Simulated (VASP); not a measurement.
**PbO: single point with PBEsol**

The system is PbO.

```
Pb O
1.0
     3.97440    0.00000    0.00000
     0.00000    3.97440    0.00000
     0.00000    0.00000    5.02200
Pb O
2 2
Direct
  0.00000 0.55661 0.23510
  0.50000 0.00000 0.76490
  0.00000 0.00000 0.00000
  0.50000 0.50000 0.00000
```

The cell isn't the ideal one: one atom moved.

* Program: VASP 6.6.1
* Task: single point
* Functional: PBEsol
* Potentials or basis: VASP PAW PBE potentials, release 64 (Pb_d, O)
* Cutoff: 520 eV
* k mesh: 8 × 8 × 6
* Occupations: gaussian, width 0.02 eV
* Spin: no spin polarisation
* Dipole correction: no
* Further INCAR settings: ALGO = Fast; EDIFF = 1e-07; NBANDS = 28

The pressure is 2.2 GPa and the largest force is 1.483 eV/Å. The band gap on the k mesh is 1.19 eV, indirect (least direct gap 2.24 eV).

Forces in eV/Å, atoms in the order of the input:
```
Pb   0.000 -1.344  0.626
Pb   0.000  0.270 -0.205
O    0.000  0.952 -0.481
O    0.000  0.123  0.061
```

Stress tensor (GPa, compression positive):
```
 1.13  0.00  0.00
 0.00  3.37 -3.41
 0.00 -3.41  2.24
```

Levels at points of the mesh, in eV from the valence-band top:
| k point | band 16 | band 17 | band 18 | band 19 | band 20 | band 21 | band 22 | band 23 | band 24 | band 25 |
| --- | --- | --- | --- | --- | --- | --- | --- | --- | --- | --- |
| (0.00, 0.00, 0.00) | -4.29 | -1.88 | -1.71 | -1.63 | -0.02 | 2.30 | 5.07 | 5.65 | 5.98 | 6.52 |
| (0.50, 0.00, 0.00) | -3.35 | -3.00 | -2.92 | -1.70 | -1.66 | 3.30 | 3.32 | 6.38 | 6.43 | 6.72 |
| (0.00, 0.50, 0.00) | -3.24 | -3.24 | -2.95 | -1.88 | -1.49 | 3.31 | 3.43 | 6.45 | 6.54 | 6.63 |
| (0.50, 0.50, 0.00) | -3.45 | -1.68 | -1.66 | -1.12 | -1.09 | 1.19 | 1.25 | 5.11 | 5.29 | 7.81 |
| (0.00, 0.00, 0.50) | -3.97 | -1.94 | -1.74 | -1.65 | -0.97 | 1.85 | 3.97 | 4.05 | 4.36 | 8.23 |
| (0.50, 0.00, 0.50) | -3.79 | -3.03 | -3.02 | -1.01 | -0.98 | 2.99 | 3.07 | 6.22 | 6.29 | 7.36 |
| (0.00, 0.50, 0.50) | -3.71 | -3.19 | -2.94 | -1.07 | -0.95 | 2.97 | 3.11 | 5.95 | 6.69 | 7.19 |
| (0.50, 0.50, 0.50) | -3.92 | -2.28 | -2.16 | -1.13 | -1.08 | 3.41 | 3.48 | 4.65 | 4.68 | 5.71 |

It took 2.7 min on 1 thread of Intel(R) Xeon(R) 6975P-C (Granite Rapids) (shared host), peak memory 0.35 GiB.

Caveat: the PAW data sets were made with another functional, which shifts forces and pressure a little; spin-orbit coupling is left out, which as a rule narrows the gap of such compounds by several tenths of an eV. A k mesh can miss the band edges.
